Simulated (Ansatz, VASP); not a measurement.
One calculation of Sr, two programs

```
Sr
1.0
    -2.28676    2.28676    2.28676
     2.28676   -2.28676    2.28676
     2.28676    2.28676   -2.28676
Sr
1
Cartesian
  0.0000 0.0000 0.0000
```

The cell was built by a generator and needn't be a form met in nature.

Alike in both runs: functional LDA; k mesh 9 × 9 × 9; occupations fermi-dirac, width 0.1 eV; no spin polarisation.

Ansatz relaxed the structure, and its values are those at the end. VASP's run is a single point on that final structure, the one shown.

```csv
,VASP,Ansatz
version,VASP 6.6.1,Ansatz 0.2.0
potentials or method,"VASP PAW LDA potentials, release 64 (Sr_sv)","plane waves (420 eV) with PAW, scalar-relativistic"
plane-wave cutoff (eV),520,420
valence electrons in the cell,10,10
```

```csv
,VASP,Ansatz,Ansatz less VASP
pressure (GPa),0.0,0.0,0.00
```

Ansatz warned: «pseudo_functional_mismatch».
